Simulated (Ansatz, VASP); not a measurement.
## Pt (dimer Pt chain): VASP beside Ansatz

Wanted: the spread between two codes on one cell, functional and k mesh. The structure shown is the start of the Ansatz relaxation below; VASP solves that cell, so the two are compared at the walk's first step. Other levels of theory on this material are compared in a session of their own.

Method: plane waves, with VASP 6.6.1 beside it; single point at RPBE and single point at r2SCAN, in Ansatz 0.2.0.

### 1. Starting point

The cell holds 2 atoms: 2 Pt. Its edges and angles: a = 7.500 Å, b = 7.500 Å, c = 5.168 Å, α = 90.0°, β = 90.0°, γ = 90.0°. Vacuum lies along a and b. The structure's axis is c.

### 2. Ansatz: relaxation, RPBE

Ansatz runs on its default PAW (the set named soft_2) files.

The two programs are compared at the cell with which this relaxation starts, whose forces are those of its first step.

The input, input.yaml:

```yaml
crystal:
  lattice:
    - [7.5, 0.0, 0.0]
    - [0.0, 7.5, 0.0]
    - [0.0, 0.0, 5.168]
  atoms:
    - { symbol: Pt, position: [0.5, 0.5, 0.0], spin: 0.6 }
    - { symbol: Pt, position: [0.5, 0.5, 0.45], spin: 0.6 }
magnetization:
  spin_polarized: true
kpoints:
  mp_grid: { grid: [1, 1, 16] }
scf:
  occupations: { method: fermi_dirac, width: 0.05 }
hamiltonian:
  xc: rpbe
relax:
  cell: { fix: [a, b, alpha, beta, gamma] }
  max_steps: 60
```

On the command line:

```sh
ansatz run input.yaml --threads 4 --pin off --max-ram 8192MiB --backend cpu --events-out ev --progress --plain --runs-dir out
```

Numbers of over 12 decimals in the logs are rounded to 6 here.

The log of the run:

```text
Engine: ansatz 0.2.0, aarch64-unknown-linux-gnu
Pseudopotentials: kind: paw
Pseudopotential: Pt, paw, valence charge 18, recommended cutoff 420 eV (normal), Pt.paw.azcp
Functional definition: RPBE
  parameter kappa = 0.804
  parameter beta = 0.066725
  exchange = rpbe_x(kappa = kappa, mu = beta*pi^2/3)
  correlation = pbe_c(beta = beta)
Crystal: 2 atoms, lattice volume = 290.700 Å³
Basis set: ecut = 420 eV, 5729 PW (Γ), exchange–correlation on 108×108×72 points (8 copies of the dense FFT grid, shifted against one another)
Bands: 23, of which v1, the nominal top of the filled ones, is band 18 counted from 1 (17 counted from 0)
Symmetry: 16 space group operations
Space group: P4/mmm (ITA 123), of the structure as read, at distance tolerance 6.6e-5 Å
Magnetic group: BNS 123.339 (UNI 999), of the structure as read, at distance tolerance 6.6e-5 Å
k-points: 9 of 16
Non-local potential: Pt, projectors of the file, l = 0: 3, l = 1: 2, l = 2: 2, l = 3: 1
PAW form: soft (Blöchl's): semilocal exchange-correlation on the pseudo side does not see the compensation charge
PAW frozen core: Pt, regenerated for the run's functional, and the local potential with it (the file was generated under x = pbe(κ = 0.804, μ = 0.219515), c = pbe(β = 0.066725))
PAW one-centre angular grid: Pt, 590 points (default); XC on 64 Gauss nodes
Initial density: superposition of atomic densities (neutral atoms: chi_scale 0, normalization atom)
Starting moments: Σ|m| = 1.2 μB on 2 of 2 sites
Initial wavefunctions: pseudopotential atomic-orbital guess
Functional: x = rpbe, c = pbe(β = 0.066725)
SCF iter   1: F=—  HF=-25067.965837 eV  |F-HF|=—  |Δ(HF+E_count)|=         —  Δρ=1.37e-2 (↑1.03e-2 ↓1.37e-2)  dr2=1.19e0  dr2_m=2.35e-2  M=1.223 μB ∫|m|=1.227 μB  β_m=0.30  ethr=3.10e-3  ⟨swp⟩=6.0  Hψ=1846  notcnv=0
Mixer restart at iter 1: flushing history
preconditioner: auto → LDOS  [metal: Δε(μ)=0.035 eV  Ē_g=4.926 eV  σ=0.050 eV  W_gap=0.17  n_scr=38 (ndim 8)  ℏωp=9.7 eV  f_vac=0.709  D(μ)=6.73/eV (n_scr^D=38)]
spin=Collinear: LDOS preconditioning applied to the charge; magnetization (m = ρ↑ − ρ↓) channel mixes plain (no charge-response kernel on spin).
SCF iter   2: F=—  HF=-25068.015434 eV  |F-HF|=—  |Δ(HF+E_count)|=   4.96e-2  Δρ=8.68e-3 (↑6.11e-3 ↓8.68e-3)  dr2=3.34e-1  dr2_m=1.51e-2  M=1.218 μB ∫|m|=1.222 μB  β_m=0.46  ethr=3.10e-3  ⟨swp⟩=2.4  Hψ=720  notcnv=0  defer=1
SCF iter   3: F=—  HF=-25068.234252 eV  |F-HF|=—  |Δ(HF+E_count)|=   2.19e-1  Δρ=2.92e-3 (↑1.66e-3 ↓2.92e-3)  dr2=1.45e-2  dr2_m=4.77e-3  M=1.174 μB ∫|m|=1.185 μB  β_m=0.55  ethr=9.26e-4  ⟨swp⟩=2.2  Hψ=673  notcnv=0
SCF iter   4: F=—  HF=-25068.289201 eV  |F-HF|=—  |Δ(HF+E_count)|=         —  Δρ=2.60e-3 (↑2.60e-3 ↓2.38e-3)  dr2=1.55e-3  dr2_m=1.55e-2  M=0.910 μB ∫|m|=0.926 μB  β_m=0.55  ethr=4.03e-5  ⟨swp⟩=2.1  Hψ=843  notcnv=0
Mixer restart at iter 4: flushing history
SCF iter   5: F=—  HF=-25068.293610 eV  |F-HF|=—  |Δ(HF+E_count)|=   4.41e-3  Δρ=1.80e-3 (↑1.80e-3 ↓1.60e-3)  dr2=4.06e-4  dr2_m=7.43e-3  M=0.843 μB ∫|m|=0.859 μB  β_m=0.70  ethr=4.31e-6  ⟨swp⟩=2.0  Hψ=677  notcnv=0
SCF iter   6: F=—  HF=-25068.295911 eV  |F-HF|=—  |Δ(HF+E_count)|=   2.30e-3  Δρ=5.26e-4 (↑4.40e-4 ↓5.26e-4)  dr2=1.57e-3  dr2_m=4.72e-4  M=0.708 μB ∫|m|=0.720 μB  β_m=0.65  ethr=1.13e-6  ⟨swp⟩=2.5  Hψ=840  notcnv=0
SCF iter   7: F=—  HF=-25068.295476 eV  |F-HF|=—  |Δ(HF+E_count)|=   4.35e-4  Δρ=3.13e-4 (↑1.94e-4 ↓3.13e-4)  dr2=4.10e-5  dr2_m=1.55e-4  M=0.676 μB ∫|m|=0.688 μB  β_m=0.82  ethr=1.13e-6  ⟨swp⟩=2.0  Hψ=786  notcnv=0
SCF iter   8: F=—  HF=-25068.295762 eV  |F-HF|=—  |Δ(HF+E_count)|=   2.86e-4  Δρ=1.68e-4 (↑1.68e-4 ↓1.39e-4)  dr2=5.21e-6  dr2_m=5.94e-5  M=0.635 μB ∫|m|=0.645 μB  β_m=0.91  ethr=1.14e-7  ⟨swp⟩=2.1  Hψ=805  notcnv=0
SCF iter   9: F=—  HF=-25068.295700 eV  |F-HF|=—  |Δ(HF+E_count)|=   6.15e-5  Δρ=8.86e-5 (↑8.86e-5 ↓6.97e-5)  dr2=1.98e-6  dr2_m=1.57e-5  M=0.597 μB ∫|m|=0.606 μB  β_m=0.96  ethr=1.45e-8  ⟨swp⟩=3.3  Hψ=912  notcnv=0
SCF iter  10: F=—  HF=-25068.295737 eV  |F-HF|=—  |Δ(HF+E_count)|=   3.73e-5  Δρ=3.70e-5 (↑3.70e-5 ↓2.68e-5)  dr2=2.06e-6  dr2_m=2.24e-6  M=0.560 μB ∫|m|=0.568 μB  β_m=0.98  ethr=5.49e-9  ⟨swp⟩=3.0  Hψ=939  notcnv=0
SCF iter  11: F=—  HF=-25068.295744 eV  |F-HF|=—  |Δ(HF+E_count)|=   6.41e-6  Δρ=9.89e-6 (↑9.30e-6 ↓9.89e-6)  dr2=4.60e-7  dr2_m=7.42e-8  M=0.540 μB ∫|m|=0.547 μB  β_m=0.94  ethr=5.49e-9  ⟨swp⟩=3.1  Hψ=831  notcnv=0
SCF iter  12: F=—  HF=-25068.295744 eV  |F-HF|=—  |Δ(HF+E_count)|=   1.48e-7  Δρ=2.74e-6 (↑2.55e-6 ↓2.74e-6)  dr2=2.68e-8  dr2_m=1.19e-8  M=0.539 μB ∫|m|=0.546 μB  β_m=0.94  ethr=1.28e-9  ⟨swp⟩=2.5  Hψ=727  notcnv=0
SCF iter  13: F=—  HF=-25068.295744 eV  |F-HF|=—  |Δ(HF+E_count)|=   4.41e-8  Δρ=1.52e-6 (↑1.52e-6 ↓1.01e-6)  dr2=2.97e-9  dr2_m=3.69e-9  M=0.539 μB ∫|m|=0.546 μB  β_m=0.97  ethr=7.46e-11  ⟨swp⟩=2.0  Hψ=712  notcnv=0
[...]
the starting moments were not kept: the SCF closed with an absolute magnetisation of 2.0e-5 μB, where they sum to 1.2 μB in size (2 sites). That is at most 0.1 of that sum. Measured as dr2_m measures the in/out step, that magnetisation stands 5.3e-11 eV from none, at or under the dr2_threshold of 2.0e-7 eV: it is no larger than a step whose dr2_m would equal this threshold.
SCF 4 converged in 8 iterations: F = -25069.078162 eV  dr2 = 8.71e-10
relax step   4: F+E_penalty+E_count = -25069.07816158 eV  Δ(F+E_penalty+E_count) = -6.788e-2 eV  max|allowed force component| = 3.260e-2 eV/Å  Δτ_max = 0.0306 Å  P = -0.091 GPa  Ω = 266.439 Å³  energy of the carried Pulay correction = +1.615e-3 eV  fix = [a, b, alpha, beta, gamma]  reactions: a -0.110, b -0.110 GPa  (8 SCF iters, dr2 threshold 2.00e-7 eV, accepted)
[...]
relax step   5: F+E_penalty+E_count = -25069.07820897 eV  Δ(F+E_penalty+E_count) = -4.739e-5 eV  max|allowed force component| = 1.398e-4 eV/Å  Δτ_max = 0.0006 Å  P = -0.074 GPa  Ω = 266.317 Å³  energy of the carried Pulay correction = +1.624e-3 eV  fix = [a, b, alpha, beta, gamma]  reactions: a -0.110, b -0.110 GPa  (6 SCF iters, dr2 threshold 6.64e-8 eV, accepted)
[...]
relax step   6: F+E_penalty+E_count = -25069.07487256 eV  Δ(F+E_penalty+E_count) = +3.336e-3 eV  max|allowed force component| = 1.433e-4 eV/Å  Δτ_max = 0.0000 Å  P = -0.073 GPa  Ω = 266.317 Å³  fix = [a, b, alpha, beta, gamma]  reactions: a -0.113, b -0.113 GPa  stress off target by 6.51e-3 GPa on what of the cell is left free  SCF on the basis re-selected at this cell (its energy is not comparable with the rows above)  (7 SCF iters)
basis re-selected at this cell: Δ(F+E_penalty+E_count) = +3.336e-3 eV, ΔP = +0.001 GPa vs the last step (what re-selecting the basis moved, of the pressure what is left beyond the Pulay correction that the steps carried, after the strain that the cell walked since its last selection, with what the two solves' SCF thresholds leave and, on support functions, any second-order correction that the steps lacked; it is no measure of the basis error at this ecutwfc). The dense FFT grid was sized anew with the basis: this SCF ran on 54×54×32 points, the steps before it on 54×54×36, so part of this shift can come from that change (see relax.cell in the input reference). [rest of the remark cut]
SCF converged after 7 iterations
Magnetization: 0.0000 μB (18.0000 up, 18.0000 down)
Absolute magnetization: 0.0000 μB (∫|ρ↑−ρ↓|, with the PAW one-centre terms)
Spin contamination: 0.0000 ħ² per cell (⟨S²⟩ above its minimum at these occupations)
Per-site moments (μB) at R_I (Å): [(2.8553245603700482e-8, 0.976492), (2.855324561966738e-8, 0.976492)]
Free energy (F): -25069.074873 eV
Harris-Foulkes:  -25069.074873 eV  (|F-HF|=0.00e0)
Internal energy: -25069.048988 eV  (E = F + TS)
E sigma→0 (E₀):  -25069.061930 eV
Entropy (-TS):   -0.025885 eV (-12.942 meV/atom)
Fermi energy:    -2.738267 eV
--- Per-component energies (eV) ---
  E_band       = -1147.350204
  E_kinetic    = 1273.059510
  E_local      = -10776.027978  (includes V_loc(G=0)·N_el)
  E_nonlocal   = 402.175839
  E_hartree    = 4565.876277
  E_xc         = -519.131225
  E_vxc        = -597.586644  (∫ρ·V_xc dr)
  E_paw        = -18937.691216  (= ΣΔE_a)
  E_vpaw       = -580.723958  (= ΣTr[D̂ρ^β])
  E_aug_tail   = 0.000408  (compensation charges beyond the density's cutoff)
  E_ewald      = -1077.235961
  E_core_change = -0.074643  (= ΣΔE_core)
  E_smearing   = -0.025885  (= −TS)
  E_closure    = 0.000000  (closes the sum)
  Σ components = -25069.074873   (vs F -25069.074873, Δ=0.00e0)
--- Forces (eV/Å), atoms counted from 1 ---
  atom   1  Pt     0.00000000     0.00000000    -0.00014330
  atom   2  Pt     0.00000000     0.00000000     0.00014330
  max |Σ_I F_I| component: 0.00e0 eV/Å
--- Stress (GPa, compression-positive) ---
       -0.113181       0.000000       0.000000
        0.000000      -0.113181       0.000000
        0.000000       0.000000       0.006511
  P = ⅓ Tr σ = -0.0733 GPa (-0.733 kbar)
--- Relaxed structure (5 steps of the walk, 5 accepted, 1 SCFs on fresh bases) ---
  F+E_penalty+E_count = -25069.07487256 eV   max|allowed force component| = 1.433e-4 eV/Å   (the final SCF, on the basis selected at the relaxed cell)
  cell:  # Å, volume = 266.3165 Å³
    - [7.5, 0.0, 0.0]
    - [0.0, 7.5, 0.0]
    - [0.0, 0.0, 4.734516]
  atoms:
    - { symbol: Pt, position: [0.5, 0.5, -0.024999] }
    - { symbol: Pt, position: [0.5, 0.5, 0.474999] }
```

Reading the cycles: dr2 is the Hartree energy of the density residual (eV), the measure of convergence; HF is the Harris–Foulkes estimate of the energy, which meets the free energy F at convergence.

### 3. VASP: single point, RPBE, start cell

The same cell, functional, mesh and smearing now go to VASP, with its own data sets.

Lines of VASP's logs that name or quote its potential files are left out, and so is its time.

The input, INCAR:

```
SYSTEM = Pt
PREC = Accurate
ENCUT = 400
EDIFF = 1E-06
NELM = 200
ISMEAR = -1
SIGMA = 0.05
LREAL = .FALSE.
ALGO = Normal
GGA = RP
NBANDS = 17
ISPIN = 2
MAGMOM = 0 0
LASPH = .TRUE.
LMAXMIX = 4
LORBIT = 11
LWAVE = .FALSE.
LCHARG = .FALSE.
ISIF = 2
GGA_COMPAT = .FALSE.
KPAR = 2
```

The input, POSCAR:

```
Pt
1.0
    7.5000000000      0.0000000000      0.0000000000
    0.0000000000      7.5000000000      0.0000000000
    0.0000000000      0.0000000000      5.1680000000
Pt
2
Direct
    0.5000000000      0.5000000000      0.0000000000
    0.5000000000      0.5000000000      0.4500000000
```

The input, KPOINTS:

```
Automatic mesh
0
Gamma
1 1 16
0 0 0
```

PAW data sets: Pt (PBE family, release 64).

On the command line:

```sh
mpirun -np 2 vasp_std
```

The log of the run:

```text
[banner, memory and clock lines left out]
running    2 mpi-ranks, on    1 nodes
 distrk:  each k-point on    1 cores,    2 groups
 distr:  one band on    1 cores,    1 groups

 POSCAR found type information on POSCAR Pt
 POSCAR found :  1 types and       2 ions
|                                                                             |
|               ----> ADVICE to this user running VASP <----                  |
|                                                                             |
|     You enforced a specific xc type in the INCAR file but a different       |
|     [... a line on the potential file left out ...]
|     I HOPE YOU KNOW WHAT YOU ARE DOING!                                     |
|                                                                             |

 LDA part: xc-table for (Slater+PW92), standard interpolation
 POSCAR, INCAR and KPOINTS ok, starting setup
 FFT: planning ... GRIDC
 FFT: planning ... GRID_SOFT
 FFT: planning ... GRID
 WAVECAR not read
 entering main loop
       N       E                     dE             d eps       ncg     rms          rms(c)
DAV:   1     0.111947640577E+03    0.11195E+03   -0.52854E+03   612   0.673E+02
DAV:   2     0.378218886259E+01   -0.10817E+03   -0.95616E+02   995   0.119E+02
DAV:   3    -0.609677995298E+01   -0.98790E+01   -0.94347E+01   649   0.461E+01
DAV:   4    -0.620836048729E+01   -0.11158E+00   -0.11113E+00   714   0.532E+00
DAV:   5    -0.621051749867E+01   -0.21570E-02   -0.21554E-02   679   0.780E-01    0.740E+00
DAV:   6    -0.567964838704E+01    0.53087E+00   -0.17671E+00   624   0.725E+00    0.476E+00
DAV:   7    -0.563944069328E+01    0.40208E-01   -0.63574E-02   655   0.126E+00    0.246E+00
DAV:   8    -0.563145930701E+01    0.79814E-02   -0.14927E-02   622   0.701E-01    0.344E-01
DAV:   9    -0.563165067837E+01   -0.19137E-03   -0.82923E-04   625   0.161E-01    0.114E-01
DAV:  10    -0.563174473577E+01   -0.94057E-04   -0.29511E-04   641   0.107E-01    0.234E-02
DAV:  11    -0.563183019304E+01   -0.85457E-04   -0.17673E-05   625   0.244E-02    0.102E-02
DAV:  12    -0.563190401123E+01   -0.73818E-04   -0.91453E-06   621   0.133E-02    0.583E-03
DAV:  13    -0.563197280888E+01   -0.68798E-04   -0.14801E-05   618   0.149E-02    0.490E-03
DAV:  14    -0.563201366629E+01   -0.40857E-04   -0.10980E-05   614   0.139E-02    0.176E-03
DAV:  15    -0.563202252566E+01   -0.88594E-05   -0.64723E-06   617   0.169E-02    0.122E-03
DAV:  16    -0.563202276294E+01   -0.23728E-06   -0.68972E-06   616   0.192E-02
   1 F= -.56320228E+01 E0= -.56064082E+01  d E =-.512290E-01  mag=    -0.0019
```

Parts of OUTCAR (step 3):

```text
ion  position               nearest neighbor table
   1  0.500  0.500  0.000-   2 2.33   2 2.84
   2  0.500  0.500  0.450-   1 2.33   1 2.84

  LATTYP: Found a simple tetragonal cell.
 ALAT       =     7.5000000000
 C/A-ratio  =     0.6890666667

 Subroutine GETGRP returns: Found 16 space group operations
 (whereof  8 operations were pure point group operations)

The static configuration has the point symmetry C_4v.
 The point group associated with its full space group is D_4h.

 Found      9 irreducible k-points:

   k-points           NKPTS =      9   k-points in BZ     NKDIM =      9   number of bands    NBANDS=     17

   dimension x,y,z NGX =    50 NGY =   50 NGZ =   36
   dimension x,y,z NGXF=   100 NGYF=  100 NGZF=   72

   ENCUT  =  400.0 eV  29.40 Ry    5.42 a.u.  12.23 12.23  8.43*2*pi/ulx,y,z

   NELECT =      20.0000    total number of electrons

 k-points in reciprocal lattice and weights: Automatic mesh
   0.00000000  0.00000000  0.00000000       0.062
   0.00000000  0.00000000  0.06250000       0.125
   0.00000000  0.00000000  0.12500000       0.125
   0.00000000  0.00000000  0.18750000       0.125
   0.00000000  0.00000000  0.25000000       0.125
   0.00000000  0.00000000  0.31250000       0.125
   0.00000000  0.00000000  0.37500000       0.125
   0.00000000  0.00000000  0.43750000       0.125
   0.00000000  0.00000000  0.50000000       0.062

 average (electrostatic) potential at core
       1 -77.0793       2 -77.0793

 E-fermi :  -4.3002

 spin component 1
 k-point     1 :       0.0000    0.0000    0.0000
  band No.  band energies     occupation
    ...
      4      -5.5970      1.00000
      5      -5.4317      1.00000
      6      -5.4262      1.00000
      7      -4.6338      0.99874
      8      -4.6326      0.99870
      9      -4.1562      0.05310
     10      -3.8607      0.00015
     11      -3.8607      0.00015
     12      -0.3748      0.00000
     13      -0.3748      0.00000
    ...

 k-point     2 :       0.0000    0.0000    0.0625
  band No.  band energies     occupation
    ...
      4      -5.5855      1.00000
      5      -5.4266      1.00000
      6      -5.4211      1.00000
      7      -4.6399      0.99888
      8      -4.6387      0.99885
      9      -4.1767      0.07798
     10      -3.9118      0.00042
     11      -3.9118      0.00042
     12      -0.3232      0.00000
     13      -0.3232      0.00000
    ...

 k-point     3 :       0.0000    0.0000    0.1250
  band No.  band energies     occupation
    ...
      4      -5.5517      1.00000
      5      -5.4114      1.00000
      6      -5.4062      1.00000
      7      -4.6578      0.99922
      8      -4.6564      0.99919
      9      -4.2381      0.22389
     10      -4.0544      0.00727
     11      -4.0544      0.00727
     12      -0.9739      0.00000
     13      -0.1771      0.00000
    ...

 k-point     4 :       0.0000    0.0000    0.1875
  band No.  band energies     occupation
    ...
      5      -5.3874      1.00000
      6      -5.3824      1.00000
      7      -4.6859      0.99955
      8      -4.6843      0.99954
      9      -4.3396      0.68735
     10      -4.2628      0.32132
     11      -4.2628      0.32132
     12      -1.8317      0.00000
     13       0.0434      0.00000
     14       0.0434      0.00000
    ...

 k-point     5 :       0.0000    0.0000    0.2500
  band No.  band energies     occupation
    ...
      7      -4.7218      0.99978
      8      -4.7199      0.99977
      9      -4.5072      0.98433
     10      -4.5072      0.98433
     11      -4.4829      0.97477
     12      -2.6632      0.00000
     13       0.3176      0.00000
     14       0.3176      0.00000
     15       1.3910      0.00000
     16       2.7647      0.00000
    ...

 k-point     6 :       0.0000    0.0000    0.3125
  band No.  band energies     occupation
    ...
      7      -4.7616      0.99990
      8      -4.7594      0.99990
      9      -4.7580      0.99989
     10      -4.7580      0.99989
     11      -4.6727      0.99942
     12      -3.3987      0.00000
     13       0.6293      0.00000
     14       0.6293      0.00000
     15       1.5804      0.00000
     16       2.9520      0.00000
    ...

  Total       -0.2270818     -0.2270818     -5.0877242      0.0000000      0.0000000      0.0000000
  in kB       -1.2515493     -1.2515493    -28.0407168      0.0000000      0.0000000      0.0000000
  external PRESSURE =     -10.1812718 kB  Pullay stress =       0.0000000 kB

  energy-cutoff  :      400.00
  volume of cell :      290.70
      direct lattice vectors                 reciprocal lattice vectors
     7.500000000  0.000000000  0.000000000     0.133333333  0.000000000  0.000000000
     0.000000000  7.500000000  0.000000000     0.000000000  0.133333333  0.000000000
     0.000000000  0.000000000  5.168000000     0.000000000  0.000000000  0.193498452

 POSITION                                       TOTAL-FORCE (eV/Angst)
 -----------------------------------------------------------------------------------
      3.75000      3.75000      0.00000         0.000000      0.000000     -2.415832
      3.75000      3.75000      2.32560         0.000000     -0.000000      2.415832
 -----------------------------------------------------------------------------------
    total drift:                               -0.000000     -0.000000      0.000001

  FREE ENERGIE OF THE ION-ELECTRON SYSTEM (eV)
  ---------------------------------------------------
  free  energy   TOTEN  =        -5.6320227629 eV

  energy  without entropy=       -5.5807937245  energy(sigma->0) =       -5.60640824

 total charge
# of ion       s       p       d       tot
------------------------------------------
    1        0.695   0.167   8.042   8.904
    2        0.695   0.167   8.042   8.904
--------------------------------------------------
tot          1.390   0.334  16.084  17.808

 magnetization (x)
# of ion       s       p       d       tot
------------------------------------------
    1       -0.000  -0.000  -0.001  -0.001
    2       -0.000  -0.000  -0.001  -0.001
--------------------------------------------------
tot         -0.000  -0.000  -0.001  -0.002

[... 6 further parts left out ...]
```

### 4. Comparison

Known differences besides the potentials themselves: the data sets hold 36 valence electrons in Ansatz (on its default PAW (the set named soft_2) files) and 20 in VASP; the cutoff is 420 eV in Ansatz and 400 eV in VASP; Ansatz makes its cores anew for this functional, VASP keeps those of its PBE data sets. Total energies have different zeros and are not compared.

Forces (eV/Å; atoms numbered as in POSCAR):

| atom | Ansatz x, y, z | VASP x, y, z |
| --- | --- | --- |
| Pt1 | 0.000, 0.000, -2.446 | 0.000, 0.000, -2.416 |
| Pt2 | 0.000, 0.000, 2.446 | 0.000, 0.000, 2.416 |

The forces differ by 17 meV/Å r.m.s., which is 1.2 % of the r.m.s. force of 1.395 eV/Å (both taken over all components). Moments aren't recorded for both runs of this pair, so they may hold unlike magnetic states.

(Part 1 of 2 ends here.)

[Lines on the potential files, build, host, timing and source positions are cut from VASP's logs without a mark.]

[Logs are printed without paths, hosts, clocks, repeated set-up lines and the standing remarks that a program may print on its own settings, such as how far it seeks lower states.]

[Hosts, paths, dates, database ids (printed as entryN), source tags and the programs' standing remarks are cut or masked in the printed files.]
